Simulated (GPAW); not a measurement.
PtS2:

```
Pt S
1.0
     3.54320    0.00000    0.00000
    -1.77160    3.06850    0.00000
     0.00000    0.00000    5.03880
Pt S
1 2
Direct
  0.00000 0.00000 0.00000
  0.66667 0.33333 0.77300
  0.33333 0.66667 0.22700
```

Base run:

* Program: GPAW 26.7.0
* Functional: r2SCAN
* Potentials or basis: GPAW PAW data sets (gpaw-data 1.2.1)
* Cutoff: 500 eV
* Basis: pw
* k mesh: 7 × 7 × 4
* Occupations: fermi-dirac, width 0.05 eV
* Spin: no spin polarisation

Its results: band gap on the k mesh 0.98 eV, indirect (least direct gap 1.17 eV); pressure 9.1 GPa; largest force 1.222 eV/Å.

**Question.** The run is repeated on the same cell with these changes: cutoff from 500 eV to 600 eV; k mesh from 7 × 7 × 4 to 9 × 9 × 5. What comes out?

**Answer.** Band gap on the k mesh 1.16 eV, indirect (least direct gap 1.23 eV); pressure 9.2 GPa; largest force 1.224 eV/Å.

Caveats: the PAW data sets were made with another functional, which shifts forces and pressure a little; spin-orbit coupling is left out, which moves the levels of the heavy elements; an odd mesh through Γ misses points on the zone boundary, where band edges often lie; the cutoff is short for stress and forces, so pressures can be off by a GPa or more (some runs).
